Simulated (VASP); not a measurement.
# Si (Fd-3m) in VASP: notebook

Runs on Si. Level: PBE. Tasks: G0W0 quasiparticle levels.

Everything below comes from runs of VASP 6.6.1. Logs are shortened: lines on timing, memory, paths and dates and some standing lists are left out, and cuts for length are marked.

**1. Starting point**

The structure is cubic, space group Fd-3m (No. 227). The conventional cell has a = 5.444 Å, b = 5.444 Å, c = 5.444 Å, α = 90.00°, β = 90.00°, γ = 90.00°. Si (site symmetry -43m) has 4 Si at 2.36 Å as nearest neighbours.

**2. G0W0 quasiparticle levels, PBE**

Contents of POSCAR:

```
Si
1.0
    0.0000000000      2.7218511865      2.7218511865
    2.7218511865      0.0000000000      2.7218511865
    2.7218511865      2.7218511865      0.0000000000
Si
2
Direct
    0.5000000000      0.5000000000      0.5000000000
    0.7500000000      0.7500000000      0.7500000000
```

Contents of INCAR.step1:

```
PREC = Accurate
ENCUT = 450
EDIFF = 1E-8
ISMEAR = 0
SIGMA = 0.01
LREAL = False
LASPH = True
NELM = 60
ALGO = Normal
LWAVE = True
LCHARG = False
GGA = PE
```

Contents of INCAR.step2:

```
PREC = Accurate
ENCUT = 450
EDIFF = 1E-8
ISMEAR = 0
SIGMA = 0.01
LREAL = False
LASPH = True
NELM = 1
ALGO = Exact
LWAVE = True
LCHARG = False
GGA = PE
NBANDS = 100
LOPTICS = True
ISTART = 1
```

Contents of INCAR.step3:

```
PREC = Accurate
ENCUT = 450
EDIFF = 1E-8
ISMEAR = 0
SIGMA = 0.01
LREAL = False
LASPH = True
ALGO = EVGW0
LWAVE = False
LCHARG = False
GGA = PE
NELMGW = 1
NBANDS = 100
ENCUTGW = 75
NOMEGA = 48
PRECFOCK = Fast
ISTART = 1
NBANDSGW = 12
```

Contents of KPOINTS:

```
regular mesh
0
Gamma
  3 3 3
```

Potentials or basis: VASP PAW PBE potentials, release 64 (Si_GW).

Started as:

```sh
$ cat potpaw_PBE.64/Si_GW/POTCAR > POTCAR
$ cp INCAR.step1 INCAR
$ mpirun -np 1 vasp_std > vasp.out
$ cp INCAR.step2 INCAR
$ mpirun -np 1 vasp_std > vasp.out
$ cp INCAR.step3 INCAR
$ mpirun -np 1 vasp_std > vasp.out
```

OUTCAR:

```text
PREC = Accurate
   ENCUT = 450
   EDIFF = 1E-8
   ISMEAR = 0
   LREAL = False
   LASPH = True
   GGA = PE
   NELMGW = 1
   ENCUTGW = 75
   PRECFOCK = Fast
   ISTART = 1

 Found      4 irreducible k-points:

 Following reciprocal coordinates:
            Coordinates               Weight
  0.000000  0.000000  0.000000      1.000000
  0.333333  0.000000  0.000000      8.000000
  0.333333  0.333333  0.000000      6.000000
 -0.333333  0.333333  0.000000     12.000000
   k-points           NKPTS =      4   k-points in BZ     NKDIM =     27   number of bands    NBANDS=    100
   number of dos      NEDOS =    301   number of ions     NIONS =      2
   total plane-waves  NPLWV =  21952
   dimension x,y,z NGX =    28 NGY =   28 NGZ =   28
   dimension x,y,z NGXF=    56 NGYF=   56 NGZF=   56
   ions per type =               2
   NGX,Y,Z   is equivalent  to a cutoff of  12.09, 12.09, 12.09 a.u.
   NGXF,Y,Z  is equivalent  to a cutoff of  24.19, 24.19, 24.19 a.u.
 SYSTEM =  unknown system
   PREC   = accura    normal or accurate (medium, high low for compatibility)
   ISTART =      1    job   : 0-new  1-cont  2-samecut
   ICHARG =      0    charge: 1-file 2-atom 10-const
   ISPIN  =      1    spin polarized calculation?
   LNONCOLLINEAR =      F non collinear calculations
   LSORBIT =      F    spin-orbit coupling
   LASPH  =      T    aspherical Exc in radial PAW
   ENCUT  =  450.0 eV  33.07 Ry    5.75 a.u.   6.66  6.66  6.66*2*pi/ulx,y,z
   NELM   =     60;   NELMIN=  2; NELMDL=  0     # of ELM steps
   EDIFF  = 0.1E-07   stopping-criterion for ELM
   LREAL  =      F    real-space projection
   EDIFFG = 0.1E-06   stopping-criterion for IOM
   NSW    =      0    number of steps for IOM
   IBRION =     -1    ionic relax: 0-MD 1-quasi-New 2-CG
   NFREE  =      0    steps in history (QN), initial steepest desc. (CG)
   ISIF   =      0    stress and relaxation
   ISYM   =      3    0-nonsym 1-usesym 2-fastsym
   POTIM  = 0.5000    time-step for ionic-motion
   TEBEG  =    0.0;   TEEND  =   0.0 temperature during run
   PSTRESS=    0.0 pullay stress
   NELECT =       8.0000    total number of electrons
   NUPDOWN=      -1.0000    fix difference up-down
   EMIN   =  10.00;   EMAX   =-10.00  energy-range for DOS
   EFERMI =   0.00;   METHOD = LEGACY
   ISMEAR =     0;   SIGMA  =   0.01  broadening in eV -4-tet -1-fermi 0-gaus
   EFERMI_NEDOS =   21; number of points for ismear=-14 and -15
   IALGO  =     38    algorithm
   IMIX   =      4    mixing-type and parameters
     AMIX     =   0.40;   BMIX     =  1.00
     AMIX_MAG =   1.60;   BMIX_MAG =  1.00
  volume/ion in A,a.u.               =      20.16       136.08
  Fermi-wavevector in a.u.,A,eV,Ry     =   0.954766  1.804247 12.402783  0.911579
  Thomas-Fermi vector in A             =   2.083543
   LORBIT       =      0    0 simple, 1 ext, 2 COOP (PROOUT), +10 PAW based schemes
   GGA     = PE    functional components
   LHFCALC =     T    Hartree Fock is set to
   PRECFOCK=fast      Normal, Fast or Accurate (Low or Medium for compatibility)
   ENCUT4O =  -1.0   cutoff for four orbital integrals eV
   NKREDX  =     1    reduce k-point grid by
   NKREDY  =     1    reduce k-point grid by
   NKREDZ  =     1    reduce k-point grid by
   AEXX    =    1.0000 exact exchange contribution
   HFSCREEN=    0.0000 screening length (either q_TF or 0.3 A-1)
   HFSCREENC=   0.0000 screening length for correlation (either q_TF or 0.3 A-1)
   ENCUTFOCK=  -1.0 apply spherical cutoff to Coloumb kernel
   IVDW    =     0    specifies the selected vdW correction
   LEPSILON=     F    determine dielectric tensor
   LRPA    =     F    only Hartree local field effects (RPA)
   LRPAFORCE           =     F    calculate RPA forces
   ENCUTGW             =  75.0    cutoff for response function in eV
   ENCUTGWSOFT         =  60.0    soft cutoff for Coulomb kernel in GW response function in eV
   ENCUTLF             =  -1.0    cutoff for local field effects
   NELMGW              =     1    number of iterations in solving QP/BSE equation
   NELMHF              =     1    number of iterations in the inner HF iteration
   NKREDLFX            =     1    NKREDLFY  =   1   NKREDLFZ  =   1
 non-spin polarized calculation
 Gauss-broadening in eV      SIGMA  =   0.01
  energy-cutoff  :      450.00
  volume of cell :       40.33
 maximum number of plane-waves:       893
 NGX is ok and might be reduce to    28
  NGX = 16; NGY = 16; NGZ = 16
   NGX = 13   NGY = 13   NGZ = 13
 maximum number of plane-waves:        64
 NGX is ok and might be reduce to    14

 QP shifts <psi_nk| G(iteration)W_0 |psi_nk>: iteration 1
 for sc-GW calculations column KS-energies equals QP-energies in previous step
 and V_xc(KS)=  KS-energies - (<T + V_ion + V_H > + <T+V_H+V_ion>^1  + <V_x>^1)

 k-point   1 :       0.0000    0.0000    0.0000
  band No.  KS-energies  QP-energies   sigma(KS)   V_xc(KS)     V^pw_x(r,r')   Z            occupation Imag(sigma)

      1      -6.4325      -6.9312     -11.0806     -10.4342     -17.4248       0.7715       2.0000       1.3514
      2       5.5010       5.1749     -11.8511     -11.4221     -13.4294       0.7602       2.0000       0.0856
      3       5.5010       5.1749     -11.8511     -11.4221     -13.4294       0.7602       2.0000       0.0856
      4       5.5010       5.1749     -11.8511     -11.4221     -13.4294       0.7602       2.0000       0.0856
      5       8.0158       8.2275      -9.7943     -10.0709      -5.3656       0.7654       0.0000      -0.0931
      6       8.0158       8.2275      -9.7943     -10.0709      -5.3656       0.7654       0.0000      -0.0931
      7       8.0158       8.2275      -9.7943     -10.0709      -5.3656       0.7654       0.0000      -0.0931
      8       8.7867       9.2090     -10.4787     -11.0339      -5.5737       0.7607       0.0000      -0.1134
      9      13.1689      13.5024      -9.5427      -9.9879      -4.1513       0.7492       0.0000      -0.2042
     10      13.1689      13.5024      -9.5427      -9.9879      -4.1513       0.7492       0.0000      -0.2042
     11      13.4319      13.1976      -7.8984      -7.6090      -2.4805       0.8098       0.0000      -0.3433
     12      16.6688      16.5145      -8.4498      -8.2483      -2.1676       0.7659       0.0000      -0.6232

 k-point   2 :       0.3333    0.0000    0.0000
  band No.  KS-energies  QP-energies   sigma(KS)   V_xc(KS)     V^pw_x(r,r')   Z            occupation Imag(sigma)

      1      -5.0623      -5.4553     -11.1505     -10.5993     -17.0078       0.7129       2.0000       1.0167
      2       0.1680      -0.2766     -11.1191     -10.5202     -14.3244       0.7422       2.0000       0.2760
      3       4.4958       4.1433     -11.6193     -11.1531     -13.4034       0.7561       2.0000       0.0973
      4       4.4958       4.1433     -11.6193     -11.1531     -13.4034       0.7561       2.0000       0.0973
      5       7.2191       7.4279      -9.8292     -10.1028      -5.4756       0.7632       0.0000      -0.0727
      6       8.9604       9.1602      -9.6066      -9.8666      -4.9457       0.7684       0.0000      -0.1333
      7       8.9604       9.1602      -9.6066      -9.8666      -4.9457       0.7684       0.0000      -0.1333
      8      13.3234      13.2787      -8.9160      -8.8577      -3.1419       0.7678       0.0000      -0.3584
      9      13.4336      13.6324      -9.5273      -9.7882      -3.9518       0.7619       0.0000      -0.3128
     10      13.4336      13.6324      -9.5273      -9.7882      -3.9518       0.7619       0.0000      -0.3128
     11      14.5657      14.6273      -9.0746      -9.1562      -3.3876       0.7548       0.0000      -0.3404
     12      19.0513      19.0432      -9.2219      -9.2111      -2.6653       0.7471       0.0000      -0.7350

 k-point   3 :       0.3333    0.3333    0.0000
  band No.  KS-energies  QP-energies   sigma(KS)   V_xc(KS)     V^pw_x(r,r')   Z            occupation Imag(sigma)

      1      -4.5371      -4.9439     -11.1924     -10.6186     -16.7869       0.7090       2.0000       0.9067
      2       0.4886       0.1055     -11.6588     -11.1432     -14.8598       0.7430       2.0000       0.2616
      3       3.0777       2.6608     -11.2619     -10.7048     -13.4407       0.7482       2.0000       0.1057
      4       3.0777       2.6608     -11.2619     -10.7048     -13.4407       0.7482       2.0000       0.1057
      5       6.2001       6.2480      -9.0981      -9.1598      -5.0102       0.7752       0.0000      -0.0645
      6       7.4600       7.5056      -8.8194      -8.8784      -4.3832       0.7737       0.0000      -0.0903
      7      12.7127      13.0258     -10.2915     -10.7080      -4.7382       0.7517       0.0000      -0.3075
      8      12.7127      13.0258     -10.2915     -10.7080      -4.7382       0.7517       0.0000      -0.3075
      9      15.2618      15.6472     -10.4388     -10.9514      -4.4190       0.7518       0.0000      -0.3899
     10      15.3039      15.6069      -9.6451     -10.0353      -3.7360       0.7765       0.0000      -0.4017
     11      18.5419      18.4805      -8.9515      -8.8703      -2.5853       0.7556       0.0000      -0.6731
     12      18.8973      19.0516      -9.8523     -10.0577      -2.8971       0.7508       0.0000      -0.9256

 k-point   4 :      -0.3333    0.3333    0.0000
  band No.  KS-energies  QP-energies   sigma(KS)   V_xc(KS)     V^pw_x(r,r')   Z            occupation Imag(sigma)

      1      -3.1838      -3.5749     -11.4490     -10.9016     -16.4741       0.7145       2.0000       0.6887
      2      -1.2644      -1.6696     -11.4487     -10.8864     -15.5005       0.7205       2.0000       0.4189
      3       1.0888       0.5915     -10.5109      -9.8453     -12.9795       0.7471       2.0000       0.1722
      4       3.3836       2.9771     -11.3557     -10.8165     -13.4271       0.7539       2.0000       0.1003
      5       7.0350       7.1061      -9.0524      -9.1442      -4.7336       0.7737       0.0000      -0.0796
      6      11.2761      11.3750      -9.5727      -9.7014      -4.5675       0.7682       0.0000      -0.2135
      7      11.9137      12.1880      -9.8852     -10.2516      -4.3400       0.7485       0.0000      -0.2899
      8      12.5261      12.8087     -10.1316     -10.5050      -4.6738       0.7568       0.0000      -0.2872
      9      12.8638      13.1199      -9.9160     -10.2605      -4.1378       0.7433       0.0000      -0.3285
     10      13.1278      13.3004      -9.5259      -9.7484      -4.1666       0.7755       0.0000      -0.3072
     11      19.8065      19.7225      -8.7714      -8.6604      -2.3238       0.7572       0.0000      -0.7569
     12      20.3688      20.1902      -8.4084      -8.1740      -2.0224       0.7617       0.0000      -0.8098
```

Run time: 28 s. Hardware: 1 thread of AMD EPYC 7R13 (Zen 3), shared host; peak memory 0.22 GiB.

These settings aren't checked as converged: the numbers below hold their error.

Results:

| Quantity | Value |
| --- | --- |
| Band gap on the k mesh, mean-field level | 0.70 eV, indirect (least direct gap 2.51 eV) |
| Quasiparticle gap | 1.07 eV |
| Least direct quasiparticle gap | 3.05 eV |

Caveat: the k mesh is coarse (spacing up to 0.67 Å⁻¹), so the values aren't converged; bands, screening cutoff and mesh are small and nothing is extrapolated, so the quasiparticle values aren't converged; an odd mesh through Γ misses points on the zone boundary, where band edges often lie.

**3. G0W0 quasiparticle levels, PBE**

POSCAR is that of step 2.

INCAR.step1 is that of step 2.

Changes to INCAR.step2 since step 2:

```diff
@@ -12,3 +12,3 @@
 GGA = PE
-NBANDS = 100
+NBANDS = 52
 LOPTICS = True
```

Changes to INCAR.step3 since step 2:

```diff
@@ -12,5 +12,5 @@
 NELMGW = 1
-NBANDS = 100
-ENCUTGW = 75
-NOMEGA = 48
+NBANDS = 52
+ENCUTGW = 150
+NOMEGA = 72
 PRECFOCK = Fast
```

KPOINTS is that of step 2.

Potentials or basis: VASP PAW PBE potentials, release 64 (Si_GW).

Started as:

```sh
$ cat potpaw_PBE.64/Si_GW/POTCAR > POTCAR
$ cp INCAR.step1 INCAR
$ mpirun -np 1 vasp_std > vasp.out
$ cp INCAR.step2 INCAR
$ mpirun -np 1 vasp_std > vasp.out
$ cp INCAR.step3 INCAR
$ mpirun -np 1 vasp_std > vasp.out
```

OUTCAR:

```text
PREC = Accurate
   ENCUT = 450
   EDIFF = 1E-8
   ISMEAR = 0
   LREAL = False
   LASPH = True
   GGA = PE
   NELMGW = 1
   ENCUTGW = 150
   PRECFOCK = Fast
   ISTART = 1

 Found      4 irreducible k-points:

 Following reciprocal coordinates:
            Coordinates               Weight
  0.000000  0.000000  0.000000      1.000000
  0.333333  0.000000  0.000000      8.000000
  0.333333  0.333333  0.000000      6.000000
 -0.333333  0.333333  0.000000     12.000000
   k-points           NKPTS =      4   k-points in BZ     NKDIM =     27   number of bands    NBANDS=     52
   number of dos      NEDOS =    301   number of ions     NIONS =      2
   total plane-waves  NPLWV =  21952
   dimension x,y,z NGX =    28 NGY =   28 NGZ =   28
   dimension x,y,z NGXF=    56 NGYF=   56 NGZF=   56
   ions per type =               2
   NGX,Y,Z   is equivalent  to a cutoff of  12.09, 12.09, 12.09 a.u.
   NGXF,Y,Z  is equivalent  to a cutoff of  24.19, 24.19, 24.19 a.u.
 SYSTEM =  unknown system
   PREC   = accura    normal or accurate (medium, high low for compatibility)
   ISTART =      1    job   : 0-new  1-cont  2-samecut
   ICHARG =      0    charge: 1-file 2-atom 10-const
   ISPIN  =      1    spin polarized calculation?
   LNONCOLLINEAR =      F non collinear calculations
   LSORBIT =      F    spin-orbit coupling
   LASPH  =      T    aspherical Exc in radial PAW
   ENCUT  =  450.0 eV  33.07 Ry    5.75 a.u.   6.66  6.66  6.66*2*pi/ulx,y,z
   NELM   =     60;   NELMIN=  2; NELMDL=  0     # of ELM steps
   EDIFF  = 0.1E-07   stopping-criterion for ELM
   LREAL  =      F    real-space projection
   EDIFFG = 0.1E-06   stopping-criterion for IOM
   NSW    =      0    number of steps for IOM
   IBRION =     -1    ionic relax: 0-MD 1-quasi-New 2-CG
   NFREE  =      0    steps in history (QN), initial steepest desc. (CG)
   ISIF   =      0    stress and relaxation
   ISYM   =      3    0-nonsym 1-usesym 2-fastsym
   POTIM  = 0.5000    time-step for ionic-motion
   TEBEG  =    0.0;   TEEND  =   0.0 temperature during run
   PSTRESS=    0.0 pullay stress
   NELECT =       8.0000    total number of electrons
   NUPDOWN=      -1.0000    fix difference up-down
   EMIN   =  10.00;   EMAX   =-10.00  energy-range for DOS
   EFERMI =   0.00;   METHOD = LEGACY
   ISMEAR =     0;   SIGMA  =   0.01  broadening in eV -4-tet -1-fermi 0-gaus
   EFERMI_NEDOS =   21; number of points for ismear=-14 and -15
   IALGO  =     38    algorithm
   IMIX   =      4    mixing-type and parameters
     AMIX     =   0.40;   BMIX     =  1.00
     AMIX_MAG =   1.60;   BMIX_MAG =  1.00
  volume/ion in A,a.u.               =      20.16       136.08
  Fermi-wavevector in a.u.,A,eV,Ry     =   0.954766  1.804247 12.402783  0.911579
  Thomas-Fermi vector in A             =   2.083543
   LORBIT       =      0    0 simple, 1 ext, 2 COOP (PROOUT), +10 PAW based schemes
   GGA     = PE    functional components
   LHFCALC =     T    Hartree Fock is set to
   PRECFOCK=fast      Normal, Fast or Accurate (Low or Medium for compatibility)
   ENCUT4O =  -1.0   cutoff for four orbital integrals eV
   NKREDX  =     1    reduce k-point grid by
   NKREDY  =     1    reduce k-point grid by
   NKREDZ  =     1    reduce k-point grid by
   AEXX    =    1.0000 exact exchange contribution
   HFSCREEN=    0.0000 screening length (either q_TF or 0.3 A-1)
   HFSCREENC=   0.0000 screening length for correlation (either q_TF or 0.3 A-1)
   ENCUTFOCK=  -1.0 apply spherical cutoff to Coloumb kernel
   IVDW    =     0    specifies the selected vdW correction
   LEPSILON=     F    determine dielectric tensor
   LRPA    =     F    only Hartree local field effects (RPA)
   LRPAFORCE           =     F    calculate RPA forces
   ENCUTGW             = 150.0    cutoff for response function in eV
   ENCUTGWSOFT         = 120.0    soft cutoff for Coulomb kernel in GW response function in eV
   ENCUTLF             =  -1.0    cutoff for local field effects
   NELMGW              =     1    number of iterations in solving QP/BSE equation
   NELMHF              =     1    number of iterations in the inner HF iteration
   NKREDLFX            =     1    NKREDLFY  =   1   NKREDLFZ  =   1
 non-spin polarized calculation
 Gauss-broadening in eV      SIGMA  =   0.01
  energy-cutoff  :      450.00
  volume of cell :       40.33
 maximum number of plane-waves:       893
 NGX is ok and might be reduce to    28
  NGX = 16; NGY = 16; NGZ = 16
   NGX = 13   NGY = 13   NGZ = 13
 maximum number of plane-waves:       172

 QP shifts <psi_nk| G(iteration)W_0 |psi_nk>: iteration 1
 for sc-GW calculations column KS-energies equals QP-energies in previous step
 and V_xc(KS)=  KS-energies - (<T + V_ion + V_H > + <T+V_H+V_ion>^1  + <V_x>^1)

 k-point   1 :       0.0000    0.0000    0.0000
  band No.  KS-energies  QP-energies   sigma(KS)   V_xc(KS)     V^pw_x(r,r')   Z            occupation Imag(sigma)

      1      -6.4325      -6.8974     -11.0098     -10.4342     -17.4248       0.8077       2.0000       1.3522
      2       5.5010       5.2065     -11.8077     -11.4221     -13.4294       0.7636       2.0000       0.0325
      3       5.5010       5.2065     -11.8077     -11.4221     -13.4294       0.7636       2.0000       0.0325
      4       5.5010       5.2065     -11.8077     -11.4221     -13.4294       0.7636       2.0000       0.0325
      5       8.0158       8.3333      -9.6489     -10.0709      -5.3656       0.7525       0.0000      -0.0722
      6       8.0158       8.3333      -9.6489     -10.0709      -5.3656       0.7525       0.0000      -0.0722
      7       8.0158       8.3333      -9.6489     -10.0709      -5.3656       0.7525       0.0000      -0.0722
      8       8.7867       9.2359     -10.4284     -11.0339      -5.5737       0.7420       0.0000      -0.1077
      9      13.1689      13.5965      -9.4212      -9.9879      -4.1513       0.7546       0.0000      -0.1840
     10      13.1689      13.5965      -9.4212      -9.9879      -4.1513       0.7546       0.0000      -0.1840
     11      13.4319      13.2646      -7.8155      -7.6090      -2.4805       0.8103       0.0000      -0.3456
     12      16.6688      16.6321      -8.2966      -8.2483      -2.1676       0.7616       0.0000      -0.5967
[... 36 lines left out ...]
      1      -3.1838      -3.5309     -11.3864     -10.9016     -16.4741       0.7160       2.0000       0.6273
      2      -1.2644      -1.6168     -11.3726     -10.8864     -15.5005       0.7247       2.0000       0.3611
      3       1.0888       0.6687     -10.4088      -9.8453     -12.9795       0.7454       2.0000       0.1289
      4       3.3836       3.0303     -11.2893     -10.8165     -13.4271       0.7473       2.0000       0.0580
      5       7.0350       7.2052      -8.9236      -9.1442      -4.7336       0.7713       0.0000      -0.0645
      6      11.2761      11.4708      -9.4420      -9.7014      -4.5675       0.7503       0.0000      -0.1611
      7      11.9137      12.3005      -9.7289     -10.2516      -4.3400       0.7400       0.0000      -0.2331
      8      12.5261      12.8825     -10.0221     -10.5050      -4.6738       0.7382       0.0000      -0.2349
      9      12.8638      13.1993      -9.8039     -10.2605      -4.1378       0.7346       0.0000      -0.2846
     10      13.1278      13.4076      -9.3870      -9.7484      -4.1666       0.7743       0.0000      -0.2681
     11      19.8065      19.8566      -8.5941      -8.6604      -2.3238       0.7556       0.0000      -0.7161
     12      20.3688      20.3124      -8.2477      -8.1740      -2.0224       0.7652       0.0000      -0.7763
```

Wall time 27 s (1 thread of AMD EPYC 7R13 (Zen 3), shared host); peak memory 0.22 GiB.

These settings aren't checked as converged: the numbers below hold their error.

Results:

```
Band gap on the k mesh, mean-field level : 0.70 eV, indirect (least direct gap 2.51 eV)
Quasiparticle gap                        : 1.14 eV
Least direct quasiparticle gap           : 3.13 eV
```

Caveat: the k mesh is coarse (spacing up to 0.67 Å⁻¹), so the values aren't converged; bands, screening cutoff and mesh are small and nothing is extrapolated, so the quasiparticle values aren't converged; an odd mesh through Γ misses points on the zone boundary, where band edges often lie.

(Part 1 of 2 ends here.)
